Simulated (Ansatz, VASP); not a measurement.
## GaN in VASP and in Ansatz

Contents of POSCAR:

```
GaN
1.0
    0.0000000000      2.1344808572      2.1344808572
    2.1344808572      0.0000000000      2.1344808572
    2.1344808572      2.1344808572      0.0000000000
Ga N
1 1
Direct
    0.0000000000      0.0000000000      0.0000000000
    0.2500000000      0.2500000000      0.2500000000
```

File INCAR.step1:

```
ALGO = Normal ; EDIFF = 1E-4
ENCUT = 520 ; GGA = PE
ISMEAR = 0 ; LASPH = True
LCHARG = False ; LREAL = False
LWAVE = True ; NBANDS = 16
NELM = 60 ; PREC = Accurate
SIGMA = 0.01
```

Contents of INCAR.step2:

```
ALGO = Normal ; EDIFF = 1E-6
ENCUT = 520 ; ISIF = 2
ISMEAR = 0 ; ISTART = 1
LASPH = True ; LCHARG = True
LELF = True ; LMIXTAU = True
LREAL = False ; LVHAR = True
LWAVE = False ; METAGGA = R2SCAN
NBANDS = 16 ; NELM = 60
PREC = Accurate ; SIGMA = 0.01
```

KPOINTS

```
k-points
0
Gamma
  10 10 10
```

Input for Ansatz:

```yaml
crystal:
  lattice:
    - [0.0, 2.1344808572, 2.1344808572]
    - [2.1344808572, 0.0, 2.1344808572]
    - [2.1344808572, 2.1344808572, 0.0]
  atoms:
    - { symbol: Ga, position: [0.0, 0.0, 0.0] }
    - { symbol: "N", position: [0.25, 0.25, 0.25] }
kpoints:
  mp_grid: { grid: [10, 10, 10] }
  band_path:
    path:
      - [0.0, 0.0, 0.0]
      - [-0.5, -0.5, 0.0]
      - [-0.375, -0.375, 0.25]
      - [-0.375, 0.0, 0.375]
      - [0.0, 0.0, 0.5]
      - [-0.5, -0.25, 0.25]
    npoints: 1
hamiltonian:
  xc: r2scan
scf:
  occupations: { method: fixed }
  n_extra_bands: 4
output:
  forces: true
  stress: true
  eigenvalues: true
```

Change from the starting cell: hydrostatic strain -5.1%.

Alike in both runs: task single point; functional r2SCAN; k mesh 10 × 10 × 10; no spin polarisation.

|  | VASP | Ansatz |
| --- | --- | --- |
| version | VASP 6.6.1 | Ansatz 0.2.0 |
| potentials or method | VASP PAW PBE potentials, release 64 (Ga_d, N) | plane waves, PAW |
| plane-wave cutoff (eV) | 520 | 500 |
| occupations | gaussian, width 0.01 eV | fixed |
| valence electrons in the cell | 18 | 18 |

```csv
,VASP,Ansatz,Ansatz less VASP
gap on the k mesh at the Fermi level (eV),3.20,3.22,+0.018
pressure (GPa),45.0,43.0,-2.00
```

Caveats: so large a pressure means that the cell lies far from this level's equilibrium, or that cutoff or potentials fall short (VASP); the potentials were made for another functional, which shifts forces and pressure (VASP).
